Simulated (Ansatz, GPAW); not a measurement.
## Li2Se and the functional, program beside program

The structure is cubic, space group Fm-3m (No. 225). The conventional cell has a = 6.005 Å, b = 6.005 Å, c = 6.005 Å, α = 90.00°, β = 90.00°, γ = 90.00°. Se (site symmetry m-3m) is surrounded by 8 Li at 2.60 Å. Around Li (site symmetry -43m) lie 4 Se at 2.60 Å.

Kept alike: task band structure; k mesh 8 × 8 × 8; occupations fermi-dirac, width 0.05 eV; no spin polarisation. The mesh is that of the run's cell of 3 atoms. No spin-orbit coupling.

- A: Ansatz, Ansatz PAW, made for PBE, cutoff 420 to 500 eV
- B: GPAW; the program's PAW data sets (release 1.2.1) made for this functional (LDA); PAW data sets generated for this functional (PBEsol); GPAW PAW data sets (gpaw-data 1.2.1) (r2SCAN), cutoff 800 eV

| functional | A: pressure (GPa) | B: pressure (GPa) |
| --- | --- | --- |
| LDA | -2.60 | -2.12 |
| PBEsol | -1.00 | -0.86 |
| r2SCAN | -0.34 | 0.12 |

Pressure is positive in compression; plane-wave values hold the error of the finite cutoff, which Ansatz corrects. Values on potentials made for another functional: all of A; B at r2SCAN.

How large is the effect of the functional, and do the programs agree on it?

From LDA to r2SCAN the pressure moves by +2.26 in A, +2.24 in B (GPa). Row by row the programs differ by 0.14 to 0.48, and over this span the shifts, as printed, agree within about 1 %. Shifts from LDA: PBEsol +1.60, +1.26; r2SCAN +2.26, +2.24; the programs' shifts differ by up to 0.34.
